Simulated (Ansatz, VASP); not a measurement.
Si2Mo: VASP beside Ansatz

```
Mo Si
1.0
    -1.62106    1.62106    3.98222
     1.62106   -1.62106    3.98222
     1.62106    1.62106   -3.98222
Mo Si
1 2
Direct
  0.00000 0.00000 0.00000
  0.66700 0.66700 0.00000
  0.33300 0.33300 0.00000
```

Change from the starting cell: volume scaled by 1.04.

Alike in both runs: task single point; functional LDA; k mesh 12 × 12 × 12; occupations fermi-dirac, width 0.05 eV; no spin polarisation.

|  | VASP | Ansatz |
| --- | --- | --- |
| version | VASP 6.6.1 | Ansatz 0.2.0 |
| potentials or method | VASP PAW LDA potentials, release 64 (Mo_sv, Si), cutoff 520 eV | all-electron LAPW, scalar-relativistic |

Ansatz gave:

```
gap on the k mesh at the Fermi level (eV)       : none
pressure (GPa)                                  : -13.3
largest component of the traceless stress (GPa) : 1.85
rms of the force components (eV/Å)              : 0.203
```

Task: Which values does VASP return?

Result: gap on the k mesh at the Fermi level (eV): none; pressure (GPa): -12.8; largest component of the traceless stress (GPa): 1.81; rms of the force components (eV/Å): 0.199.

Atom by atom the forces differ by 0.004 eV/Å (rms over components). A gap of «none» marks a metal or a gap that the smearing closes. Ansatz ran all-electron here, so the differences hold the error of VASP's frozen core and of both bases.
